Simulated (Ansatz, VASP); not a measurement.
One calculation of Se, two programs

INCAR

```
SYSTEM = Se
PREC = Accurate
ENCUT = 520
EDIFF = 1E-7
ISMEAR = -1
SIGMA = 0.05
LREAL = .FALSE.
LASPH = .TRUE.
NELM = 100
ALGO = Normal
ISIF = 2
LWAVE = .FALSE.
LCHARG = .TRUE.
GGA = PE
LELF = .TRUE.
LVHAR = .TRUE.
NBANDS = 16
```

Contents of KPOINTS:

```
regular mesh
0
G
  7 7 6
  0 0 0
```

File POSCAR:

```
Se
1.0
    4.3551700000      0.0000000000      0.0000000000
   -2.1775850000      3.7716878578      0.0000000000
    0.0000000000      0.0000000000      4.9494500000
Se
3
Direct
    0.7838740000      0.7904350000      0.4983540000
    0.0185930000      0.2215440000      0.8349010000
    0.2043500000     -0.0036450000      0.1720960000
```

Contents of input.yaml:

```yaml
crystal:
  lattice:
    - [4.35517, 0.0, 0.0]
    - [-2.177585, 3.7716878578, 0.0]
    - [0.0, 0.0, 4.94945]
  atoms:
    - { symbol: Se, position: [0.783874, 0.790435, 0.498354] }
    - { symbol: Se, position: [0.018593, 0.221544, 0.834901] }
    - { symbol: Se, position: [0.20435, -0.003645, 0.172096] }
hamiltonian:
  xc: pbe
  pseudopotentials: { kind: paw }
kpoints:
  mp_grid: { grid: [7, 7, 6] }
scf:
  occupations: { method: fermi_dirac, width: 0.05 }
output:
  forces: true
  stress: true
  eigenvalues: true
  write_density: true
  write_potential: true
  elf: true
  volumetric_format: npy
```

Change from the starting cell: atoms moved at random, drawn with an rms of 0.05 Å.

Alike in both runs: task single point; functional PBE; k mesh 7 × 7 × 6; occupations fermi-dirac, width 0.05 eV; no spin polarisation.

```csv
,VASP,Ansatz
version,VASP 6.6.1,Ansatz 0.2.0
potentials or method,"VASP PAW PBE potentials, release 64 (Se)",Ansatz PAW
plane-wave cutoff (eV),520,420
valence electrons in the cell,18,48
```

|  | VASP | Ansatz | Ansatz less VASP |
| --- | --- | --- | --- |
| gap on the k mesh at the Fermi level (eV) | 1.01 | 1.02 | +0.017 |
| least direct gap on the mesh (eV) | 1.17 | 1.18 | +0.018 |
| pressure (GPa) | 7.9 | 7.7 | -0.21 |
| largest component of the traceless stress (GPa) | 2.71 | 2.60 | -0.102 |
| rms of the force components (eV/Å) | 1.086 | 1.054 | -0.0316 |

Atom by atom the forces differ by 0.032 eV/Å (rms over components). The functional is the same, so the differences come from potentials, cutoffs and numerics. The two sets of potentials don't hold the same shells in valence.

Caveats: an odd mesh through Γ misses points on the zone boundary, where band edges often lie (VASP); odd divisions of the mesh miss points on the zone boundary, where band edges often lie, so the gap on the mesh can be too wide (Ansatz).
